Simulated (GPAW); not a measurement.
# WS2 (Tungstenite) (P6_3/mmc) in GPAW: further runs, part 2 of 2

GPAW 26.7.0. The steps go on from the part before.

**4. Dielectric tensor, LDA**

This run uses another cell than the first one, of 18.24 Å³/atom, 1.064 times its volume.

run.py reads:

```python
import numpy as np
from ase import Atoms
from ase.dft.bandgap import bandgap
from ase.io import write
from gpaw import GPAW, PW
from gpaw.response.df import DielectricFunction

atoms = Atoms(['W', 'W', 'S', 'S', 'S', 'S'],
              cell=[[3.18, 0.0, 0.0],
                    [-1.59, 2.753960784, 0.0],
                    [0.0, 0.0, 12.5]],
              scaled_positions=[[0.6666666667, 0.3333333333, 0.75],
                                [0.3333333333, 0.6666666667, 0.25],
                                [0.6666666667, 0.3333333333, 0.375],
                                [0.3333333333, 0.6666666667, 0.875],
                                [0.6666666667, 0.3333333333, 0.125],
                                [0.3333333333, 0.6666666667, 0.625]],
              pbc=True)

calc = GPAW(mode=PW(400),
            xc='LDA',
            kpts={'size': (8, 8, 2), 'gamma': True},
            occupations={'name': 'fermi-dirac', 'width': 0.001},
            nbands=46,
            convergence={'density': 1e-06},
            maxiter=150,
            txt='gpaw.txt')
atoms.calc = calc
energy = atoms.get_potential_energy()
calc.write('gs.gpw')
write('result.traj', atoms)
print(f'Energy: {energy:.6f} eV')
print('Fermi level:', round(calc.get_fermi_level(), 4), 'eV')
print(f'Gap: {bandgap(calc)[0]:.4f} eV, direct: {bandgap(calc, direct=True)[0]:.4f} eV')

for size in [(13, 13, 3)]:
    name = 'x'.join(str(n) for n in size)
    dense = calc.fixed_density(kpts={'size': size, 'gamma': True},
                               nbands=80, convergence={'bands': 74, 'eigenstates': 1e-7},
                               update_fermi_level=True, txt=f'dense-{name}.txt')
    dense.write(f'{name}.gpw', mode='all')
    df = DielectricFunction(f'{name}.gpw', frequencies=np.array([0.0]), hilbert=False, eta=0.001,
                            ecut=80, nbands=74, intraband=False, txt=f'df-{name}.txt')
    for xc in ['RPA']:
        for direction in ['x', 'y', 'z', [0, 1, 1], [1, 0, 1], [1, 1, 0]]:
            e0, e = df.get_macroscopic_dielectric_constant(xc=xc, direction=direction)
            print(f'{name} {xc} {direction}: {e0:.4f} without, {e:.4f} with local fields')
```

Potentials or basis: the program's PAW data sets (release 1.2.1) made for this functional, pw.

Command:

```bash
> OMP_NUM_THREADS=1 python run.py
```

gpaw.txt:

```text
__  _  _
 | _ |_)|_||  |
 |__||  | ||/\| - 26.7.0

Input parameters:
  mode=PW(ecut=400.0),
  convergence={'density': 1e-06},
  kpts=MonkhorstPack(size=(8, 8, 2), gamma=True),
  maxiter=150,
  nbands=46,
  occupations=Occupations(name='fermi-dirac', width=0.001),
  xc=XC(name='LDA')

Diagonalizing LCAO Hamiltonian
Converting LCAO to pw mode

        S

           W
        S

           S
        W

           S

Atoms  # Å, Bohr magnetons
|   | symbol |         x |        y |         z |    initial magnetic moments |
|---|--------|-----------|----------|-----------|-----------------------------|
| 0 |      W |  1.590000 | 0.917987 |  9.375000 | ( 0.0000,  0.0000,  0.0000) |
| 1 |      W | -0.000000 | 1.835974 |  3.125000 | ( 0.0000,  0.0000,  0.0000) |
| 2 |      S |  1.590000 | 0.917987 |  4.687500 | ( 0.0000,  0.0000,  0.0000) |
| 3 |      S | -0.000000 | 1.835974 | 10.937500 | ( 0.0000,  0.0000,  0.0000) |
[... 168 lines left out ...]
|iter:   8| |  -49.770831 | -4.32 | -2.63 |
|iter:   9| |  -49.770822c| -5.81 | -3.21 |
|iter:  10| |  -49.770819c| -6.85 | -4.01 |
|iter:  11| |  -49.770819c| -7.49c| -4.68 |
|iter:  12| |  -49.770819c| -7.95c| -5.23 |
|iter:  13| |  -49.770819c| -8.64c| -5.80 |
|iter:  14| |  -49.770819c| -9.10c| -6.20c|

Converged in 14 steps
Energy contributions relative to reference atoms: (reference = -920330.548201)

Energy contributions:
  Kinetic:          24.275965
  Coulomb:         -28.752053
  Zero:             -0.022723
  External:          0.000000
  Xc:              -45.272008
  Entropy:          -0.000000
  Spinorbit:         0.000000
  ----------------------------
  Free energy:     -49.770819
  Extrapolated:    -49.770819

dipole moment: (0.000004, 0.000006, 0.000029)  # |e|*Ang

Fermi level: 9.238
Eigenvalues  # (at kpt = [0.000, 0.000, 0.000])
| band index |      eig [eV] | occ [0-2] |
|------------|---------------|-----------|
|          0 |       -66.236 |     2.000 |
|        ... |               |           |
|         18 |         4.654 |     2.000 |
|         19 |         5.875 |     2.000 |
|         20 |         5.875 |     2.000 |
|         21 |         5.917 |     2.000 |
|         22 |         5.917 |     2.000 |
|         23 |         6.653 |     2.000 |
[... 8 lines left out ...]
|         32 |        10.675 |     0.000 |
|         33 |        10.675 |     0.000 |
|        ... |               |           |
|         45 |        20.499 |     0.000 |

Gap: 1.110 eV
Transition (v -> c):
  (s=0, k=0, n=25, [0.00, 0.00, 0.00]) -> (s=0, k=8, n=26, [0.38, -0.12, 0.00])
Direct/indirect transitions are different
Direct gap: 2.162 eV
Transition at: (s=0, k=12, n=25, [0.38, 0.38, 0.00])
# Writing to gs.gpw (mode='')
```

It took 3 min on 1 thread of AMD EPYC 7R43 (Zen 3), shared host; peak memory 0.52 GiB.

What came out:

```
Free energy                             : -49.7708 eV
Band gap on the k mesh                  : 1.11 eV, indirect (least direct gap 2.16 eV)
Electronic dielectric tensor (diagonal) : 12.49, 12.49, 5.43
```

Electronic dielectric tensor:
```
12.49  0.00  0.00
 0.00 12.49  0.00
 0.00  0.00  5.43
```

Caveat: the long-wavelength limit can be off by several per cent where d states take part; spin-orbit coupling is left out, which moves the levels of the heavy elements; an odd mesh through Γ misses points on the zone boundary, where band edges often lie.

**5. Dielectric tensor, LDA**

This run uses another cell than the first one, of 18.61 Å³/atom, 1.085 times its volume.

Changes to run.py since step 4:

```diff
@@ -8,5 +8,5 @@
 atoms = Atoms(['W', 'W', 'S', 'S', 'S', 'S'],
-              cell=[[3.18, 0.0, 0.0],
-                    [-1.59, 2.753960784, 0.0],
-                    [0.0, 0.0, 12.5]],
+              cell=[[3.2010602164, 0.0, 0.0],
+                    [-1.6005301082, 2.7721994664, 0.0],
+                    [0.0, 0.0, 12.5827838695]],
               scaled_positions=[[0.6666666667, 0.3333333333, 0.75],
```

Potentials or basis: the program's PAW data sets (release 1.2.1) made for this functional, pw.

Command:

```bash
> OMP_NUM_THREADS=1 python run.py
```

gpaw.txt:

```text
__  _  _
 | _ |_)|_||  |
 |__||  | ||/\| - 26.7.0

Input parameters:
  mode=PW(ecut=400.0),
  convergence={'density': 1e-06},
  kpts=MonkhorstPack(size=(8, 8, 2), gamma=True),
  maxiter=150,
  nbands=46,
  occupations=Occupations(name='fermi-dirac', width=0.001),
  xc=XC(name='LDA')

Diagonalizing LCAO Hamiltonian
Converting LCAO to pw mode

        S

           W

        S

           S

        W

           S

Atoms  # Å, Bohr magnetons
|   | symbol |         x |        y |         z |    initial magnetic moments |
|---|--------|-----------|----------|-----------|-----------------------------|
| 0 |      W |  1.600530 | 0.924066 |  9.437088 | ( 0.0000,  0.0000,  0.0000) |
| 1 |      W | -0.000000 | 1.848133 |  3.145696 | ( 0.0000,  0.0000,  0.0000) |
| 2 |      S |  1.600530 | 0.924066 |  4.718544 | ( 0.0000,  0.0000,  0.0000) |
| 3 |      S | -0.000000 | 1.848133 | 11.009936 | ( 0.0000,  0.0000,  0.0000) |
| 4 |      S |  1.600530 | 0.924066 |  1.572848 | ( 0.0000,  0.0000,  0.0000) |
| 5 |      S | -0.000000 | 1.848133 |  7.864240 | ( 0.0000,  0.0000,  0.0000) |

Unit cell  # Å
| periodic |         x |        y |         z |   lengths |     angles |
|----------|-----------|----------|-----------|-----------|------------|
|      yes |  3.201060 | 0.000000 |  0.000000 |  3.201060 |  90.000000 |
|      yes | -1.600530 | 2.772199 |  0.000000 |  3.201060 |  90.000000 |
|      yes |  0.000000 | 0.000000 | 12.582784 | 12.582784 | 120.000000 |

Number of symmetries: 12
Symmetry operations  # r_c * U_cc + t_c -> r_c
|    | kind |            matrix            |
|----|------|------------------------------|
|  0 |  σ   |  1, 1, 0,  0,-1, 0,  0, 0, 1 |
|  1 |  S6  |  1, 1, 0, -1, 0, 0,  0, 0,-1 |
|  2 |  E   |  1, 0, 0,  0, 1, 0,  0, 0, 1 |
|  3 |  C2  |  1, 0, 0, -1,-1, 0,  0, 0,-1 |
|  4 |  C2  |  0, 1, 0,  1, 0, 0,  0, 0,-1 |
|  5 |  C3  |  0, 1, 0, -1,-1, 0,  0, 0, 1 |
|  6 |  S6  |  0,-1, 0,  1, 1, 0,  0, 0,-1 |
|  7 |  σ   |  0,-1, 0, -1, 0, 0,  0, 0, 1 |
|  8 |  σ   | -1, 0, 0,  1, 1, 0,  0, 0, 1 |
|  9 |  i   | -1, 0, 0,  0,-1, 0,  0, 0,-1 |
| 10 |  C3  | -1,-1, 0,  1, 0, 0,  0, 0, 1 |
| 11 |  C2  | -1,-1, 0,  0, 1, 0,  0, 0,-1 |

BZ-sampling:
  Number of BZ points: 128
  Number of IBZ points: 20

  Monkhorst-Pack size: [8, 8, 2]
  Monkhorst-Pack shift: [0.0625, 0.0625, 0.25]

K-points  # in reciprocal-cell coordinates
|     |                                coordinates |     weight |
|-----|--------------------------------------------|------------|
|   0 | (  0.00000000,   0.00000000,   0.00000000) | 0.00781250 |
[... 58 lines left out ...]

    Using partial waves for W as LCAO basis

  S:
    name:    Sulfur
    Z:       16.0
    valence: 6
    core:    10
    charge:  0.0  # [|e|]
    compensation charges:
      type: gauss
      rc: 0.24  # [Å]
      lmax: 2
    cutoffs:
      filter: 1.77  # [Å]
      core: 1.66  # [Å]
    projectors
    | kind |    occ | energy [eV] | rcut [Å] |
    |------|--------|-------------|----------|
    |   3s |  2.000 |     -17.278 |    0.974 |
    |   3p |  4.000 |      -7.106 |    0.979 |
    |    s |        |       9.933 |    0.974 |
    |    p |        |      20.105 |    0.979 |
    |    d |        |       0.000 |    0.900 |

    Using partial waves for S as LCAO basis

Reference energy: -920330.548201  # eV

eigensolver:
  PPCG
  Converge bands: occupied
  niter=2

density mixing:
  MSR1-Mixer
  Pratt-step length: 0.05
  Maximum mixing coefficient: 0.75
  Old densities: 10
  SVD Regularization: 0.005
  Good broyden scale: 1.0
  Trust region scale: 1.0
  Backstep threshold: 4.0
  History deletion threshold: 6.0
  Fourier metric: weight=20.0, sigma=0.015

occupation numbers:
  Fermi-Dirac:
    width: 0.0010  # eV

poisson solver:
  ecut: 3200.0  # eV

xc functional:
  name: None

convergence criteria:
- Maximum integral of absolute [dens]ity change: 1e-06 electrons / valence electron
- Maximum [total energy] change in last 3 cyles: 0.0005 eV / valence electron
- Maximum integral of absolute [eigenst]ate change: 4e-08 eV^2 / valence electron
maximum number of iterations: 150

SCF iterations
|iter     | |      energy | eigst |  dens |
|---------|-|-------------|-------|-------|
|iter:   1| |  -50.131658 | +0.33 |       |
|iter:   2| |  -50.314989 | -1.50 | -1.20 |
|iter:   3| |  -50.507319 | -1.20 | -1.23 |
|iter:   4| |  -49.992034 | -1.89 | -1.31 |
|iter:   5| |  -49.668346 | -1.91 | -1.54 |
|iter:   6| |  -49.672066 | -3.48 | -2.05 |
|iter:   7| |  -49.676908c| -3.95 | -2.57 |
|iter:   8| |  -49.669386c| -4.28 | -2.46 |
|iter:   9| |  -49.669393c| -5.87 | -3.29 |
|iter:  10| |  -49.669392c| -7.21 | -4.12 |
|iter:  11| |  -49.669392c| -7.52c| -4.72 |
|iter:  12| |  -49.669392c| -8.06c| -5.46 |
|iter:  13| |  -49.669392c| -8.80c| -6.09c|

Converged in 13 steps
Energy contributions relative to reference atoms: (reference = -920330.548201)

Energy contributions:
  Kinetic:          15.092478
  Coulomb:         -21.171490
  Zero:             -0.006793
  External:          0.000000
  Xc:              -43.583588
  Entropy:          -0.000000
  Spinorbit:         0.000000
  ----------------------------
  Free energy:     -49.669392
  Extrapolated:    -49.669392

dipole moment: (0.000004, 0.000007, 0.000030)  # |e|*Ang

Fermi level: 8.951
Eigenvalues  # (at kpt = [0.000, 0.000, 0.000])
| band index |      eig [eV] | occ [0-2] |
|------------|---------------|-----------|
|          0 |       -66.534 |     2.000 |
|        ... |               |           |
|         18 |         4.463 |     2.000 |
|         19 |         5.646 |     2.000 |
|         20 |         5.646 |     2.000 |
|         21 |         5.687 |     2.000 |
|         22 |         5.687 |     2.000 |
|         23 |         6.390 |     2.000 |
[... 8 lines left out ...]
|         32 |        10.333 |     0.000 |
|         33 |        10.333 |     0.000 |
|        ... |               |           |
|         45 |        20.061 |     0.000 |

Gap: 1.123 eV
Transition (v -> c):
  (s=0, k=0, n=25, [0.00, 0.00, 0.00]) -> (s=0, k=8, n=26, [0.38, -0.12, 0.00])
Direct/indirect transitions are different
Direct gap: 2.107 eV
Transition at: (s=0, k=12, n=25, [0.38, 0.38, 0.00])
# Writing to gs.gpw (mode='')
```

df-13x13x3.txt:

```text
FrequencyGridDescriptor(from 0.000 to 0.000 eV, 1 points)
FrequencyGridDescriptor(from 0.000 to 0.000 eV, 1 points)

Calculating chi0 body with:
    Ground state adapter containing:
    Number of spins: 1
    Number of kpoints: 507
    Number of irreducible kpoints: 56
    Number of completely occupied states: 26
    Number of partially occupied states: 26

    Linear response parametrization:
    q_c: [0.0, 0.0, 0.0]
    Number of frequency points: 1
    Planewave cutoff: 80.0
    Number of bands: 74
    Number of planewaves: 181
    Broadening (eta): 0.001

Integrating chi0 body.

Symmetries of q_c:
    Direct symmetries (Uq -> q): 12
    Indirect symmetries (TUq -> q): 0
In total 12 allowed symmetries.

Integral kind: response function

Calculating chi0 optical extensions with:
    Ground state adapter containing:
    Number of spins: 1
    Number of kpoints: 507
    Number of irreducible kpoints: 56
    Number of completely occupied states: 26
    Number of partially occupied states: 26

    Linear response parametrization:
    Number of frequency points: 1
    Planewave cutoff: 80.0
    Number of bands: 74
    Number of planewaves: 181
    Broadening (eta): 0.001
Integrating chi0 head and wings.

Symmetries of q_c:
    Direct symmetries (Uq -> q): 12
    Indirect symmetries (TUq -> q): 0
In total 12 allowed symmetries.

Integral kind: response function wings

Finished calculating chi0
```

Run time: 3.5 min. Hardware: 1 thread of AMD EPYC 7R43 (Zen 3), shared host; peak memory 0.52 GiB.

What came out:

* Free energy: -49.6694 eV
* Band gap on the k mesh: 1.12 eV, indirect (least direct gap 2.11 eV)
* Electronic dielectric tensor (diagonal): 12.53, 12.53, 5.35

Electronic dielectric tensor:
```
12.53  0.00  0.00
 0.00 12.53  0.00
 0.00  0.00  5.35
```

Caveat: the long-wavelength limit can be off by several per cent where d states take part; spin-orbit coupling is left out, which moves the levels of the heavy elements; an odd mesh through Γ misses points on the zone boundary, where band edges often lie.

**6. The runs side by side**

| task | potentials or basis | cell | cutoff (eV) | response ecut | response k mesh | kernels | coarser k mesh | kernel | gap on the mesh (eV) |
| --- | --- | --- | --- | --- | --- | --- | --- | --- | --- |
| dielectric tensor | the program's PAW data sets (release 1.2.1) made for this functional, pw | P6_3/mmc, 17.15 Å³/atom | 400 | 80 eV | 13 × 13 × 3 | ["RPA"] | 13 × 13 × 3 | - | 1.06 |
| optical spectrum | the program's PAW data sets (release 1.2.1) made for this functional, newer versions, pw | P6_3/mmc, 18.24 Å³/atom | 500 | 60 eV | 11 × 11 × 3 | - | - | RPA | 1.11 |
| dielectric tensor | the program's PAW data sets (release 1.2.1) made for this functional, pw | P6_3/mmc, 18.24 Å³/atom | 400 | 80 eV | 13 × 13 × 3 | ["RPA"] | 13 × 13 × 3 | - | 1.11 |
| dielectric tensor | the program's PAW data sets (release 1.2.1) made for this functional, pw | P6_3/mmc, 18.61 Å³/atom | 400 | 80 eV | 13 × 13 × 3 | ["RPA"] | 13 × 13 × 3 | - | 1.12 |

Alike in all rows: level LDA; no spin polarisation; k mesh 8 × 8 × 2; smearing fermi-dirac 0.001 eV.

Caveats: the long-wavelength limit can be off by several per cent where d states take part; spin-orbit coupling is left out, which moves the levels of the heavy elements; an odd mesh through Γ misses points on the zone boundary, where band edges often lie; spectra need much finer meshes, so this one isn't converged (some runs); independent-particle spectra lack excitons (some runs).

Total energies depend on the potentials used, so only differences within one code and one set of settings carry meaning.
